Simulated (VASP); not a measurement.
Crystal: In2O3.

```
In O
1.0
    -5.05850    5.05850    5.05850
     5.05850   -5.05850    5.05850
     5.05850    5.05850   -5.05850
In O
16 24
Direct
  0.50000 0.50000 0.50000
  0.50000 0.00000 0.00000
  0.00000 0.50000 0.00000
  0.00000 0.00000 0.50000
  0.25000 0.71630 0.46630
  0.75000 0.78370 0.03370
  0.46630 0.25000 0.71630
  0.03370 0.75000 0.78370
  0.71630 0.46630 0.25000
  0.78370 0.03370 0.75000
  0.75000 0.28370 0.53370
  0.25000 0.21630 0.96630
  0.53370 0.75000 0.28370
  0.96630 0.25000 0.21630
  0.28370 0.53370 0.75000
  0.21630 0.96630 0.25000
  0.53540 0.77080 0.54700
  0.72380 0.98840 0.95300
  0.96460 0.51160 0.23540
  0.77620 0.72920 0.26460
  0.54700 0.53540 0.77080
  0.95300 0.72380 0.98840
  0.23540 0.96460 0.51160
  0.26460 0.77620 0.72920
  0.77080 0.54700 0.53540
  0.98840 0.95300 0.72380
  0.51160 0.23540 0.96460
  0.72920 0.26460 0.77620
  0.46460 0.22920 0.45300
  0.27620 0.01160 0.04700
  0.03540 0.48840 0.76460
  0.22380 0.27080 0.73540
  0.45300 0.46460 0.22920
  0.04700 0.27620 0.01160
  0.76460 0.03540 0.48840
  0.73540 0.22380 0.27080
  0.22920 0.45300 0.46460
  0.01160 0.04700 0.27620
  0.48840 0.76460 0.03540
  0.27080 0.73540 0.22380
```

| Property | Result |
| --- | --- |
| Program | VASP 6.6.1 |
| Task | relaxation of cell and atoms |
| Functional | PBEsol |
| Potentials or basis | VASP PAW PBE potentials, release 64 (In_d, O) |
| Cutoff | 600 eV |
| k mesh | 2 × 2 × 2 |
| Occupations | fermi-dirac, width 0.05 eV |
| Spin | no spin polarisation |

At the start: pressure 2.2 GPa; volume 12.94 Å³/atom.

**Question.** How do energy, volume and symmetry change on relaxing?

**Answer.** Over 12 steps the energy falls by 4.1 meV/atom and the volume is 13.14 Å³/atom (+1.5 %); space group Ia-3 (No. 206, to 0.05 Å).

Step by step:
```csv
step,energy change (eV),largest force (eV/Å),pressure (GPa),volume (Å³)
1,0.0000,0.3400,2.22,517.76
2,-0.0939,0.1679,-1.98,531.31
3,-0.1126,0.1948,-0.81,527.33
4,-0.1514,0.0787,-0.02,525.44
5,-0.1527,0.0768,0.07,525.06
6,-0.1584,0.0467,0.07,525.33
7,-0.1614,0.0364,0.03,525.70
8,-0.1625,0.0224,-0.05,525.98
9,-0.1625,0.0259,-0.07,526.01
10,-0.1629,0.0193,0.07,525.59
11,-0.1629,0.0183,0.11,525.49
12,-0.1633,0.0071,0.04,525.71
```

Final structure:
```cif
data_structure
_symmetry_space_group_name_H-M 'P 1'
_symmetry_Int_Tables_number 1
_cell_length_a 8.8062
_cell_length_b 8.8062
_cell_length_c 8.8062
_cell_angle_alpha 109.471
_cell_angle_beta 109.471
_cell_angle_gamma 109.471
_cell_volume 525.71
loop_
_atom_site_label
_atom_site_type_symbol
_atom_site_fract_x
_atom_site_fract_y
_atom_site_fract_z
_atom_site_occupancy
In1 In 0.50000 0.50000 0.50000 1
In2 In 0.50000 0.00000 0.00000 1
In3 In 0.00000 0.50000 0.00000 1
In4 In 0.00000 0.00000 0.50000 1
In5 In 0.25000 0.71608 0.46608 1
In6 In 0.75000 0.78392 0.03392 1
In7 In 0.46608 0.25000 0.71608 1
In8 In 0.03392 0.75000 0.78392 1
In9 In 0.71608 0.46608 0.25000 1
In10 In 0.78392 0.03392 0.75000 1
In11 In 0.75000 0.28392 0.53392 1
In12 In 0.25000 0.21608 0.96608 1
In13 In 0.53392 0.75000 0.28392 1
In14 In 0.96608 0.25000 0.21608 1
In15 In 0.28392 0.53392 0.75000 1
In16 In 0.21608 0.96608 0.25000 1
O1 O 0.53659 0.77215 0.54450 1
O2 O 0.72765 0.99209 0.95550 1
O3 O 0.96341 0.50791 0.23556 1
O4 O 0.77235 0.72785 0.26444 1
O5 O 0.54450 0.53659 0.77215 1
O6 O 0.95550 0.72765 0.99209 1
O7 O 0.23556 0.96341 0.50791 1
O8 O 0.26444 0.77235 0.72785 1
O9 O 0.77215 0.54450 0.53659 1
O10 O 0.99209 0.95550 0.72765 1
O11 O 0.50791 0.23556 0.96341 1
O12 O 0.72785 0.26444 0.77235 1
O13 O 0.46341 0.22785 0.45550 1
O14 O 0.27235 0.00791 0.04450 1
O15 O 0.03659 0.49209 0.76444 1
O16 O 0.22765 0.27215 0.73556 1
O17 O 0.45550 0.46341 0.22785 1
O18 O 0.04450 0.27235 0.00791 1
O19 O 0.76444 0.03659 0.49209 1
O20 O 0.73556 0.22765 0.27215 1
O21 O 0.22785 0.45550 0.46341 1
O22 O 0.00791 0.04450 0.27235 1
O23 O 0.49209 0.76444 0.03659 1
O24 O 0.27215 0.73556 0.22765 1
```

Caveat: the k mesh is coarse (spacing up to 0.44 Å⁻¹), so the values aren't converged; the PAW data sets were made with another functional, which shifts forces and pressure a little.
